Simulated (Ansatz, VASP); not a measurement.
**ZnS (Wurtzite-4H) in VASP and in Ansatz**

```xyz
8
Lattice="3.8227 0.0000 0.0000 -1.9114 3.3106 0.0000 0.0000 0.0000 12.5200" Properties=species:S:1:pos:R:3 pbc="T T T"
Zn    1.9114    1.1035    9.3900
Zn    0.0000    2.2070    3.1300
Zn    0.0000    0.0000    6.2600
Zn    0.0000    0.0000    0.0000
S     1.9114    1.1035   11.7375
S     0.0000    2.2070    5.4775
S     0.0000    0.0000    8.6075
S     0.0000    0.0000    2.3475
```

Alike in both runs: task single point; functional PBE; k mesh 8 × 8 × 3; occupations gaussian, width 0.014 eV; no spin polarisation.

|  | VASP | Ansatz |
| --- | --- | --- |
| version | VASP 6.6.1 | Ansatz 0.2.0 |
| potentials or method | VASP PAW PBE potentials, release 64 (Zn, S) | Ansatz PAW |
| plane-wave cutoff (eV) | 520 | 420 |
| valence electrons in the cell | 72 | 72 |

Ansatz gave:

| Property | Result |
| --- | --- |
| gap on the k mesh at the Fermi level (eV) | 2.13 |
| least direct gap on the mesh (eV) | 2.13 |
| pressure (GPa) | 1.3 |
| largest component of the traceless stress (GPa) | 0.09 |
| rms of the force components (eV/Å) | 0.015 |

Problem. Which values does VASP return?

Solution. gap on the k mesh at the Fermi level (eV): 2.13; least direct gap on the mesh (eV): 2.13; pressure (GPa): 1.5; largest component of the traceless stress (GPa): 0.09; rms of the force components (eV/Å): 0.015.

Atom by atom the forces differ by 0.000 eV/Å (rms over components).

Caveats: an odd mesh through Γ misses points on the zone boundary, where band edges often lie (VASP); odd divisions of the mesh miss points on the zone boundary, where band edges often lie, so the gap on the mesh can be too wide (Ansatz). As with any semilocal functional, this PBE gap is likely too small.
